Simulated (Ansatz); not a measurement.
# Al: the cost of one run

All numbers below are computed with Ansatz 0.2.0 (DFT PBE, plane waves, PAW, scalar-relativistic, no spin polarisation).

### 1 Starting point

The cell holds 46 atoms (Al46): a = 8.570 Å, b = 8.570 Å, c = 20.080 Å, α = 90.00°, β = 90.00°, γ = 90.00°.

The coordinates stand in the first input below.

### 2 Relaxing end A

input.yaml

```yaml
crystal:
  lattice:
    - [8.570134188, 0.0, 0.0]
    - [0.0, 8.570134188, 0.0]
    - [0.0, 0.0, 20.08]
  atoms:
    - { symbol: Al, position: [0.0, 0.0, 0.29880478] }
    - { symbol: Al, position: [0.33333333, 0.0, 0.29880478] }
    - { symbol: Al, position: [0.66666667, 0.0, 0.29880478] }
    - { symbol: Al, position: [0.0, 0.33333333, 0.29880478] }
    - { symbol: Al, position: [0.33333333, 0.33333333, 0.29880478] }
    - { symbol: Al, position: [0.66666667, 0.33333333, 0.29880478] }
    - { symbol: Al, position: [0.0, 0.66666667, 0.29880478] }
    - { symbol: Al, position: [0.33333333, 0.66666667, 0.29880478] }
    - { symbol: Al, position: [0.66666667, 0.66666667, 0.29880478] }
    - { symbol: Al, position: [0.16666667, 0.16666667, 0.39940239] }
    - { symbol: Al, position: [0.5, 0.16666667, 0.39940239] }
    - { symbol: Al, position: [0.83333333, 0.16666667, 0.39940239] }
    - { symbol: Al, position: [0.16666667, 0.5, 0.39940239] }
    - { symbol: Al, position: [0.5, 0.5, 0.39940239] }
    - { symbol: Al, position: [0.83333333, 0.5, 0.39940239] }
    - { symbol: Al, position: [0.16666667, 0.83333333, 0.39940239] }
    - { symbol: Al, position: [0.5, 0.83333333, 0.39940239] }
    - { symbol: Al, position: [0.83333333, 0.83333333, 0.39940239] }
    - { symbol: Al, position: [0.0, 0.0, 0.5] }
    - { symbol: Al, position: [0.33333333, 0.0, 0.5] }
    - { symbol: Al, position: [0.66666667, 0.0, 0.5] }
    - { symbol: Al, position: [0.0, 0.33333333, 0.5] }
    - { symbol: Al, position: [0.33333333, 0.33333333, 0.5] }
    - { symbol: Al, position: [0.66666667, 0.33333333, 0.5] }
    - { symbol: Al, position: [0.0, 0.66666667, 0.5] }
    - { symbol: Al, position: [0.33333333, 0.66666667, 0.5] }
    - { symbol: Al, position: [0.66666667, 0.66666667, 0.5] }
    - { symbol: Al, position: [0.16666667, 0.16666667, 0.60059761] }
    - { symbol: Al, position: [0.5, 0.16666667, 0.60059761] }
    - { symbol: Al, position: [0.83333333, 0.16666667, 0.60059761] }
    - { symbol: Al, position: [0.16666667, 0.5, 0.60059761] }
    - { symbol: Al, position: [0.5, 0.5, 0.60059761] }
    - { symbol: Al, position: [0.83333333, 0.5, 0.60059761] }
    - { symbol: Al, position: [0.16666667, 0.83333333, 0.60059761] }
    - { symbol: Al, position: [0.5, 0.83333333, 0.60059761] }
    - { symbol: Al, position: [0.83333333, 0.83333333, 0.60059761] }
    - { symbol: Al, position: [0.0, 0.0, 0.70119522] }
    - { symbol: Al, position: [0.33333333, 0.0, 0.70119522] }
    - { symbol: Al, position: [0.66666667, 0.0, 0.70119522] }
    - { symbol: Al, position: [0.0, 0.33333333, 0.70119522] }
    - { symbol: Al, position: [0.33333333, 0.33333333, 0.70119522] }
    - { symbol: Al, position: [0.66666667, 0.33333333, 0.70119522] }
    - { symbol: Al, position: [0.0, 0.66666667, 0.70119522] }
    - { symbol: Al, position: [0.33333333, 0.66666667, 0.70119522] }
    - { symbol: Al, position: [0.66666667, 0.66666667, 0.70119522] }
    - { symbol: Al, position: [0.16900035, 0.16783351, 0.79173307] }
basis:
  ecutwfc: 420.0
kpoints:
  mp_grid: { grid: [4, 4, 1] }
hamiltonian:
  xc: pbe
scf:
  occupations: { method: gaussian, width: 0.1 }
  lower_state_search: "off"
relax:
  f_tol: 0.02
  max_steps: 60
  adjacent_minimum: "off"
  constraints: [{ sites: [0, 1, 2, 3, 4, 5, 6, 7, 8] }]
```

Run with:

```sh
$ ansatz run input.yaml --threads 8 --pin off --max-ram 20480MiB --backend cpu --events-out ev --progress --plain --runs-dir out
```

Q: Estimate wall time and peak memory on 8 threads of an x86-64 CPU, shared host.

About 6.8 min, with a peak of 5.6 GiB.
